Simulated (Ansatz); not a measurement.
# ZnS: a trigonal deformation path

The task here is to estimate one member of a computed series from the others.

Method: DFT PBE, scalar-relativistic, plane waves, PAW, in Ansatz 0.2.0.

## The structure to begin with

The structure is cubic, space group F-43m (No. 216). Conventional cell: a = 5.409 Å, b = 5.409 Å, c = 5.409 Å, α = 90.00°, β = 90.00°, γ = 90.00°. Zn (site symmetry -43m) has 4 S at 2.34 Å as nearest neighbours. S (site symmetry -43m) is surrounded by 4 Zn at 2.34 Å.

Coordinates:

```
Zn S
1.0
     0.00000    2.70465    2.70465
     2.70465    0.00000    2.70465
     2.70465    2.70465    0.00000
Zn S
1 1
Cartesian
  0.0000 0.0000 0.0000
  4.0570 4.0570 4.0570
```

The cell is taken as given, not relaxed at this level.

The first run:

At fixed volume and fractional coordinates, lengths along (0.577, 0.577, 0.577) are scaled against those across it; ρ is that ratio over its starting value.

The input, input.yaml:

```yaml
crystal:
  lattice:
    - [-1.1358818225, 2.2717636451, 2.2717636451]
    - [2.2717636451, -1.1358818225, 2.2717636451]
    - [2.2717636451, 2.2717636451, -1.1358818225]
  atoms:
    - { symbol: Zn, position: [0.0, 0.0, 0.0] }
    - { symbol: S, position: [0.75, 0.75, 0.75] }
basis:
  ecutwfc: 420
kpoints:
  mp_grid: { grid: [10, 10, 10] }
hamiltonian:
  xc: pbe
scf:
  occupations: { method: gaussian, width: 0.05 }
output:
  forces: true
  stress: true
  eigenvalues: true
```

Command:

```
$ ansatz run input.yaml --threads 1 --pin off --max-ram 1228MiB --backend cpu --events-out ev --progress --plain --runs-dir out
```

Steps of the session up to this table: ρ = 0.500; Point ρ = 2.000; At ρ = 0.710; ρ = 1.410; Point ρ = 0.600; ρ = 0.850; At ρ = 1.200; At ρ = 1.700; Point ρ = 0.930; Point ρ = 1.080.

One table of the session follows, with a row left open; its other results are not shown here.

```
    ρ  ΔE (meV/atom)  pressure (GPa)  gap on the mesh (eV)
0.500         5482.5            89.8                  0.48
0.600         2449.3            45.8                  0.87
0.710          924.8            19.6                  1.48
0.850          173.8             5.0                  1.73
0.930              ?               ?                     ?
1.000            0.0             1.4                  2.10
1.080           31.2             2.1                  1.90
1.200          160.1             4.9                  1.30
1.410          502.4            12.0                  0.00
1.700         1013.3            19.8                  0.00
2.000         1425.4            24.2                  0.00
```

Q: Estimate the row for ρ = 0.930 from the others.

Worked estimate for «ΔE (meV/atom)». A straight line through the neighbours (0.850, 173.8) and (1.000, 0.0) gives 173.8 + (0.0 − 173.8) × (0.930 − 0.850) / (1.000 − 0.850) = 81.1; a parabola fitted to 4 rows on both sides gives 6.1.

**Answer.** ΔE (meV/atom): 31.8; pressure (GPa): 2.1; gap on the mesh (eV): 1.92. In «ΔE (meV/atom)» the line misses by +49.3 and the parabola by -25.7.

Where the gap reads zero, the mesh chosen for the insulator is on the coarse side.

To keep in mind: The final runs have no spin polarisation, so no magnetic state was tried and one may lie lower.
